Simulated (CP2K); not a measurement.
HfC:

```
Hf C
1.0
     3.28805    0.00000    0.00000
     1.64402    2.84753    0.00000
     1.64402    0.94918    2.68468
Hf C
1 1
Direct
  0.50000 0.50000 0.50000
  0.00000 0.00000 0.00000
```

Base run:

| Property | Result |
| --- | --- |
| Program | CP2K 2026.2 |
| Functional | PBE |
| Potentials or basis | POTENTIAL_UZH Hf GTH-PBE-q12, C GTH-PBE-q4; TZVP-MOLOPT-PBE-GTH basis |
| Density cutoff | 9184 eV |
| k mesh | 10 × 10 × 10 |
| Occupations | fermi-dirac, width 0.05 eV |
| Spin | no spin polarisation |

Its results: band gap on the k mesh none (metal or under the smearing width); pressure -1.6 GPa.

**Question.** The run is repeated on the same cell with these changes: functional from PBE to rev-vdW-DF2. What comes out?

**Answer.** Band gap on the k mesh none (metal or under the smearing width); pressure -3.1 GPa.

Caveats: spin-orbit coupling is left out, which moves the levels of the heavy elements; the basis of atomic orbitals isn't converged, which shifts pressures, moduli and gaps; the potentials were made for another functional, which shifts forces and pressure (some runs).
